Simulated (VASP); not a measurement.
Crystal: Ca.

```
Ca
1.0
    -2.24000    2.24000    2.24000
     2.24000   -2.24000    2.24000
     2.24000    2.24000   -2.24000
Ca
1
Direct
  0.00000 0.00000 0.00000
```

This isn't the form of Ca at room conditions, which is fcc.

| Property | Result |
| --- | --- |
| Program | VASP 6.6.1 |
| Task | relaxation of cell and atoms |
| Functional | vdW-DF-cx |
| Potentials or basis | VASP PAW PBE potentials, release 64 (Ca_sv) |
| Cutoff | 600 eV |
| k mesh | 8 × 8 × 8 |
| Occupations | fermi-dirac, width 0.05 eV |
| Spin | no spin polarisation |

At the start: pressure -1.4 GPa; volume 44.96 Å³/atom.

Q: Where does the relaxation end?

A: Over 3 steps the energy falls by 18.3 meV/atom and the volume is 40.99 Å³/atom (-8.8 %); space group Im-3m (No. 229, to 0.05 Å).

The path:
| step | energy change (eV) | largest force (eV/Å) | pressure (GPa) | volume (Å³) |
| --- | --- | --- | --- | --- |
| 1 | 0.0000 | 0.0000 | -1.36 | 44.96 |
| 2 | -0.0151 | 0.0000 | -0.61 | 42.53 |
| 3 | -0.0183 | 0.0000 | -0.05 | 40.99 |

Final structure:
```
Ca
1.0
    -2.17214    2.17214    2.17214
     2.17214   -2.17214    2.17214
     2.17214    2.17214   -2.17214
Ca
1
Cartesian
  0.0000 0.0000 0.0000
```

Caveat: the PAW data sets were made with another functional, which shifts forces and pressure a little.
